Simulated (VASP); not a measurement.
# Si3N4 (I4_1/amd) in VASP: single point with PBE

Aim: the single point of Si3N4 with PBE.

Program: VASP 6.6.1. These are calculated values, not measurements. Logs are shortened: lines on timing, memory, paths and dates and some standing lists are left out, and cuts for length are marked.

**1. The crystal as given**

It takes space group I4_1/amd (No. 141, tetragonal). The conventional cell has a = 5.101 Å, b = 5.101 Å, c = 8.354 Å, α = 90.00°, β = 90.00°, γ = 90.00°. Si (site symmetry -4m2) is surrounded by 4 N at 1.81 Å. Around Si (site symmetry 2/m) lie 4 N at 1.71 Å. N (site symmetry m) is surrounded by 3 Si at 1.71 to 1.81 Å.

The cell was built by a generator and needn't be a form met in nature.

**2. Single point, PBE**

The input, INCAR:

```
PREC = Accurate
ENCUT = 520
EDIFF = 1E-6
ISMEAR = 0
SIGMA = 0.1
LREAL = F
LASPH = T
NELM = 100
ALGO = Fast
ISIF = 2
LWAVE = F
LCHARG = F
GGA = PE
NBANDS = 45
```

The input, KPOINTS:

```
Automatic mesh
0
Gamma
  6 6 6
```

The input, POSCAR:

```
Si3N4
1.0
   -2.5503329400      2.5503329400      4.1769722800
    2.5503329400     -2.5503329400      4.1769722800
    2.5503329400      2.5503329400     -4.1769722800
Si N
6 8
Direct
    0.0000000000      0.0000000000      0.0000000000
    0.7500000000      0.2500000000      0.5000000000
    0.8750000000      0.6250000000      0.2500000000
    0.3750000000      0.6250000000      0.2500000000
    0.3750000000      0.6250000000      0.7500000000
    0.3750000000      0.1250000000      0.7500000000
    0.6061000200      0.3839000000      0.2222000200
    0.1339000000      0.4116999800      0.2777999800
    0.1616999800      0.3839000000      0.7777999800
    0.1339000000      0.8561000200      0.7222000200
    0.1438999800      0.8661000000      0.2777999800
    0.6161000000      0.3938999800      0.7777999800
    0.5883000200      0.8661000000      0.7222000200
    0.6161000000      0.8383000200      0.2222000200
```

Potentials or basis: VASP PAW PBE potentials, release 64 (Si, N).

Launch:

```console
> cat potpaw_PBE.64/Si/POTCAR potpaw_PBE.64/N/POTCAR > POTCAR
> mpirun -np 1 vasp_std > vasp.out
```

OUTCAR:

```text
PREC = Accurate
   ENCUT = 520
   EDIFF = 1E-6
   ISMEAR = 0
   LREAL = F
   LASPH = T
   NELM = 100
   ISIF = 2
   GGA = PE

 ion  position               nearest neighbor table
   1  0.000  0.000  0.000-  10 1.81  11 1.81   8 1.81  13 1.81   6 3.04   3 3.04   5 3.04   3 3.04
                             4 3.04   6 3.04   5 3.04   4 3.04
   2  0.750  0.250  0.500-   7 1.81  12 1.81   9 1.81  14 1.81   3 3.04   6 3.04   5 3.04   6 3.04
                             4 3.04   3 3.04   4 3.04   5 3.04
   3  0.875  0.625  0.250-   8 1.71  14 1.71  12 1.71  10 1.71   7 2.02  11 2.02   5 2.55   5 2.55
                             6 2.76   4 2.76   4 2.76   6 2.76   2 3.04   1 3.04   1 3.04   2 3.04
   4  0.375  0.625  0.250-   7 1.71  11 1.71   9 1.71  13 1.71   8 2.02  14 2.02   6 2.55   6 2.55
                             3 2.76   5 2.76   5 2.76   3 2.76   1 3.04   2 3.04   1 3.04   2 3.04
   5  0.375  0.625  0.750-  10 1.71  12 1.71   8 1.71  14 1.71  13 2.02   9 2.02   3 2.55   3 2.55
                             6 2.76   4 2.76   6 2.76   4 2.76   1 3.04   2 3.04   1 3.04   2 3.04
   6  0.375  0.125  0.750-   9 1.71  13 1.71  11 1.71   7 1.71  12 2.02  10 2.02   4 2.55   4 2.55
                             5 2.76   5 2.76   3 2.76   3 2.76   1 3.04   2 3.04   2 3.04   1 3.04
   7  0.606  0.384  0.222-   4 1.71   6 1.71   2 1.81   3 2.02
   8  0.134  0.412  0.278-   3 1.71   5 1.71   1 1.81   4 2.02
   9  0.162  0.384  0.778-   6 1.71   4 1.71   2 1.81   5 2.02
  10  0.134  0.856  0.722-   5 1.71   3 1.71   1 1.81   6 2.02
  11  0.144  0.866  0.278-   4 1.71   6 1.71   1 1.81   3 2.02
  12  0.616  0.394  0.778-   5 1.71   3 1.71   2 1.81   6 2.02
  13  0.588  0.866  0.722-   6 1.71   4 1.71   1 1.81   5 2.02
  14  0.616  0.838  0.222-   3 1.71   5 1.71   2 1.81   4 2.02

  LATTYP: Found a body centered tetragonal cell.
 ALAT       =     5.1006658800
 C/A-ratio  =     1.6378145043

  Lattice vectors:

 A1 = (  -2.5503329400,   2.5503329400,   4.1769722800)
 A2 = (   2.5503329400,  -2.5503329400,   4.1769722800)
 A3 = (   2.5503329400,   2.5503329400,  -4.1769722800)

Analysis of symmetry for initial positions (statically):
=====================================================================
 Subroutine PRICEL returns:
 Original cell was already a primitive cell.

 Routine SETGRP: Setting up the symmetry group for a
 body centered tetragonal supercell.

 Subroutine GETGRP returns: Found 16 space group operations
 (whereof  8 operations were pure point group operations)
 out of a pool of 16 trial point group operations.

The static configuration has the point symmetry D_2d.
 The point group associated with its full space group is D_4h.

Analysis of symmetry for dynamics (positions and initial velocities):
=====================================================================
 Subroutine PRICEL returns:
 Original cell was already a primitive cell.

 Routine SETGRP: Setting up the symmetry group for a
 body centered tetragonal supercell.

 Subroutine GETGRP returns: Found 16 space group operations
 (whereof  8 operations were pure point group operations)
 out of a pool of 16 trial point group operations.

The dynamic configuration has the point symmetry D_2d.
 The point group associated with its full space group is D_4h.

 Subroutine INISYM returns: Found 16 space group operations
 (whereof  8 operations are pure point group operations),
 and found     1 'primitive' translations

----------------------------------------------------------------------------------------

                                     Primitive cell

  volume of cell :     108.6714

  direct lattice vectors                    reciprocal lattice vectors
    -2.550332940  2.550332940  4.176972280     0.000000000  0.196052834  0.119703931
     2.550332940 -2.550332940  4.176972280     0.196052834  0.000000000  0.119703931
     2.550332940  2.550332940 -4.176972280     0.196052834  0.196052834  0.000000000

  length of vectors
     5.518649621  5.518649621  5.518649621     0.229707955  0.229707955  0.277260576

  position of ions in fractional coordinates (direct lattice)
     0.000000000  0.000000000  0.000000000
     0.750000000  0.250000000  0.500000000
     0.875000000  0.625000000  0.250000000
     0.375000000  0.625000000  0.250000000
     0.375000000  0.625000000  0.750000000
     0.375000000  0.125000000  0.750000000
     0.606100020  0.383900000  0.222200020
     0.133900000  0.411699980  0.277799980
     0.161699980  0.383900000  0.777799980
     0.133900000  0.856100020  0.722200020
     0.143899980  0.866100000  0.277799980
     0.616100000  0.393899980  0.777799980
     0.588300020  0.866100000  0.722200020
     0.616100000  0.838300020  0.222200020

  ion indices of the primitive-cell ions
   primitive index   ion index
                 1           1
                 2           2
                 3           3
                 4           4
                 5           5
                 6           6
                 7           7
                 8           8
                 9           9
                10          10
                11          11
                12          12
                13          13
                14          14

----------------------------------------------------------------------------------------

 KPOINTS: Automatic mesh

Automatic generation of k-mesh.
 Grid dimensions read from file:
 generate k-points for:    6    6    6

 Generating k-lattice:

  Cartesian coordinates                     Fractional coordinates (reciprocal lattice)
     0.000000000  0.032675472  0.019950655     0.166666667  0.000000000 -0.000000000
     0.032675472  0.000000000  0.019950655     0.000000000  0.166666667 -0.000000000
     0.032675472  0.032675472  0.000000000     0.000000000  0.000000000  0.166666667

  Length of vectors
     0.038284659  0.038284659  0.046210096

  Shift w.r.t. Gamma in fractional coordinates (k-lattice)
     0.000000000  0.000000000  0.000000000

 Subroutine IBZKPT returns following result:
 ===========================================

 Found     30 irreducible k-points:

 Following reciprocal coordinates:
            Coordinates               Weight
  0.000000  0.000000  0.000000      1.000000
  0.166667  0.000000 -0.000000      8.000000
  0.333333 -0.000000  0.000000      8.000000
  0.500000  0.000000 -0.000000      4.000000
  0.166667  0.166667  0.000000      8.000000
  0.333333  0.166667  0.000000     16.000000
[... 16 lines left out ...]
 -0.333333 -0.333333  0.166667      8.000000
 -0.166667 -0.333333  0.166667      8.000000
 [... further k-points ...]
   k-points           NKPTS =     30   k-points in BZ     NKDIM =     30   number of bands    NBANDS=     45
   number of dos      NEDOS =    301   number of ions     NIONS =     14
   total plane-waves  NPLWV =  74088
   dimension x,y,z NGX =    42 NGY =   42 NGZ =   42
   dimension x,y,z NGXF=    84 NGYF=   84 NGZF=   84
   ions per type =               6   8
   NGX,Y,Z   is equivalent  to a cutoff of  12.65, 12.65, 12.65 a.u.
   NGXF,Y,Z  is equivalent  to a cutoff of  25.30, 25.30, 25.30 a.u.
 SYSTEM =  unknown system
   PREC   = accura    normal or accurate (medium, high low for compatibility)
   ISTART =      0    job   : 0-new  1-cont  2-samecut
   ICHARG =      2    charge: 1-file 2-atom 10-const
   ISPIN  =      1    spin polarized calculation?
   LNONCOLLINEAR =      F non collinear calculations
   LSORBIT =      F    spin-orbit coupling
   LASPH  =      T    aspherical Exc in radial PAW
   ENCUT  =  520.0 eV  38.22 Ry    6.18 a.u.  10.26 10.26 10.26*2*pi/ulx,y,z
   NELM   =    100;   NELMIN=  2; NELMDL= -5     # of ELM steps
   EDIFF  = 0.1E-05   stopping-criterion for ELM
[... 8 lines left out ...]
   TEBEG  =    0.0;   TEEND  =   0.0 temperature during run
   PSTRESS=    0.0 pullay stress
   NELECT =      64.0000    total number of electrons
   NUPDOWN=      -1.0000    fix difference up-down
   EMIN   =  10.00;   EMAX   =-10.00  energy-range for DOS
   EFERMI =   0.00;   METHOD = LEGACY
   ISMEAR =     0;   SIGMA  =   0.10  broadening in eV -4-tet -1-fermi 0-gaus
   EFERMI_NEDOS =   21; number of points for ismear=-14 and -15
   IALGO  =     68    algorithm
   IMIX   =      4    mixing-type and parameters
     AMIX     =   0.40;   BMIX     =  1.00
     AMIX_MAG =   1.60;   BMIX_MAG =  1.00
  volume/ion in A,a.u.               =       7.76        52.38
  Fermi-wavevector in a.u.,A,eV,Ry     =   1.372239  2.593155 25.620307  1.883039
  Thomas-Fermi vector in A             =   2.497864
   LORBIT       =      0    0 simple, 1 ext, 2 COOP (PROOUT), +10 PAW based schemes
   GGA     = PE    functional components
   LHFCALC =     F    Hartree Fock is set to
   AEXX    =    0.0000 exact exchange contribution
   IVDW    =     0    specifies the selected vdW correction
   LEPSILON=     F    determine dielectric tensor
   LRPA    =     F    only Hartree local field effects (RPA)
 non-spin polarized calculation
 RMM-DIIS sequential band-by-band and
 Gauss-broadening in eV      SIGMA  =   0.10
  energy-cutoff  :      520.00
  volume of cell :      108.67
 maximum number of plane-waves:      2959
 NGX is ok and might be reduce to    42
   NGX = 21   NGY = 21   NGZ = 21

 number of electron      63.9999997 magnetization

 Free energy of the ion-electron system (eV)
  ---------------------------------------------------
  ext. energy  EPLUGINS =         0.00000000
  ---------------------------------------------------
  free energy    TOTEN  =      -107.48858764 eV

  energy without entropy =     -107.48858764  energy(sigma->0) =     -107.48858764

 E-fermi :  11.1868     XC(G=0): -12.5809

 val. band max:       10.7489842362   @ k =   0.0000   0.0000   0.0000
 cond. band min:      13.6455358754   @ k =   0.0000   0.0000   0.0000
 fundamental gap:      2.8965516392
 Fermi energy:        11.1868096929

 k-point     1 :       0.0000    0.0000    0.0000
  band No.  band energies     occupation
      1      -9.6973      2.00000
      2      -6.2235      2.00000
      3      -5.5001      2.00000
      4      -5.1517      2.00000
      5      -4.7701      2.00000
      6      -4.7701      2.00000
[... 36 lines left out ...]
     43      18.9873      0.00000
     44      20.7212      0.00000

 k-point     2 :       0.1667    0.0000   -0.0000
  band No.  band energies     occupation
      1      -9.5478      2.00000
      2      -6.4641      2.00000
      3      -5.5727      2.00000
      4      -5.3112      2.00000
      5      -4.8522      2.00000
      6      -4.7052      2.00000
[... 36 lines left out ...]
     43      19.5162      0.00000
     44      20.7234      0.00000

 k-point     3 :       0.3333   -0.0000    0.0000
  band No.  band energies     occupation
      1      -9.1341      2.00000
      2      -7.1731      2.00000
      3      -5.6714      2.00000
      4      -5.5638      2.00000
      5      -4.8160      2.00000
      6      -4.5067      2.00000
[... 976 lines left out ...]
     43      19.9617      0.00000
     44      20.8003      0.00000

 k-point    24 :      -0.1667   -0.3333    0.1667
  band No.  band energies     occupation
      1      -9.2299      2.00000
      2      -7.0354      2.00000
      3      -5.8191      2.00000
      4      -5.5113      2.00000
      5      -4.8562      2.00000
      6      -4.7525      2.00000
[... 36 lines left out ...]
     43      19.9389      0.00000
     44      20.3184      0.00000

 [... further k-points ...]

 [bands above 44 left out]

------------------------ aborting loop because EDIFF is reached ----------------------------------------

  FORCE on cell =-STRESS in cart. coord.  units (eV):
  Direction    XX          YY          ZZ          XY          YZ          ZX
  --------------------------------------------------------------------------------------
  -------------------------------------------------------------------------------------
  Total       51.3821629     51.3821629     -6.0448503      0.0000000      0.0000000      0.0000000
  in kB      757.5435753    757.5435753    -89.1211510      0.0000000      0.0000000      0.0000000
  external PRESSURE =     475.3219999 kB  Pullay stress =       0.0000000 kB

 VOLUME and BASIS-vectors are now :
 -----------------------------------------------------------------------------
  energy-cutoff  :      520.00
  volume of cell :      108.67
      direct lattice vectors                 reciprocal lattice vectors
    -2.550332940  2.550332940  4.176972280     0.000000000  0.196052834  0.119703931
     2.550332940 -2.550332940  4.176972280     0.196052834  0.000000000  0.119703931
     2.550332940  2.550332940 -4.176972280     0.196052834  0.196052834  0.000000000

 POSITION                                       TOTAL-FORCE (eV/Angst)
 -----------------------------------------------------------------------------------
      0.00000      0.00000      0.00000         0.000000     -0.000000     -0.000000
      0.00000      2.55033      2.08849         0.000000     -0.000000      0.000000
      0.00000      1.27517      5.22122         0.000000     -0.000000      0.000000
      1.27517     -0.00000      3.13273         0.000000     -0.000000      0.000000
      2.55033      1.27517      1.04424         0.000000     -0.000000      0.000000
      1.27517      2.55033     -1.04424         0.000000     -0.000000     -0.000000
      0.00000      1.13337      3.20708         0.000000      5.278813     -1.066915
      1.41696     -0.00000      1.11859        -5.278813     -0.000000     -1.066915
      2.55033      1.41696     -0.96989         0.000000     -5.278813     -1.066915
      3.68370      0.00000      1.11859         5.278813     -0.000000     -1.066915
      2.55033     -1.13337      3.05838         0.000000     -5.278813      1.066915
      1.41696      2.55033      0.96989        -5.278813     -0.000000      1.066915
      2.55033      1.13337      3.05838         0.000000      5.278813      1.066915
      1.13337      0.00000      5.14687         5.278813     -0.000000      1.066915
 -----------------------------------------------------------------------------------
    total drift:                                0.000000     -0.000000      0.000000

  FREE ENERGIE OF THE ION-ELECTRON SYSTEM (eV)
  ---------------------------------------------------
  free  energy   TOTEN  =      -107.4885876417 eV

  energy  without entropy=     -107.4885876417  energy(sigma->0) =     -107.48858764
```

Run time: 4.4 min. Hardware: 1 thread of AMD EPYC 7R13 (Zen 3), shared host; peak memory 0.27 GiB.

What came out:

* Free energy: -107.4886 eV
* Pressure: 47.5 GPa
* Largest force: 5.386 eV/Å
* Band gap on the k mesh: 2.90 eV, direct

Forces on the atoms (eV/Å):
```
Si   0.000  0.000  0.000
Si   0.000  0.000  0.000
Si   0.000  0.000  0.000
Si   0.000  0.000  0.000
Si   0.000  0.000  0.000
Si   0.000  0.000  0.000
N    0.000  5.279 -1.067
N   -5.279  0.000 -1.067
N    0.000 -5.279 -1.067
N    5.279  0.000 -1.067
N    0.000 -5.279  1.067
N   -5.279  0.000  1.067
N    0.000  5.279  1.067
N    5.279  0.000  1.067
```

Levels at points of the mesh, in eV from the valence-band top:
| k point | band 28 | band 29 | band 30 | band 31 | band 32 | band 33 | band 34 | band 35 | band 36 | band 37 |
| --- | --- | --- | --- | --- | --- | --- | --- | --- | --- | --- |
| (0.00, 0.00, 0.00) | -0.90 | -0.71 | -0.70 | -0.70 | 0.00 | 2.90 | 2.90 | 4.16 | 4.52 | 5.00 |
| (0.50, 0.00, 0.00) | -1.44 | -1.36 | -1.04 | -0.95 | -0.72 | 4.44 | 4.90 | 5.40 | 6.38 | 6.66 |
| (0.50, 0.50, 0.00) | -2.51 | -1.54 | -1.54 | -1.50 | -1.50 | 5.90 | 5.90 | 6.62 | 6.62 | 7.28 |
| (0.50, 0.50, 0.50) | -1.53 | -1.04 | -1.04 | -0.94 | -0.94 | 5.57 | 5.57 | 6.17 | 6.17 | 8.07 |

Caveat: a pressure of tens of GPa on the cell as given is suspect, and the run, the potentials or the cell itself is likely at fault; forces of over 1 eV/Å show positions far from the minimum, so gaps and moduli don't describe the material at rest. A k mesh can miss the band edges.
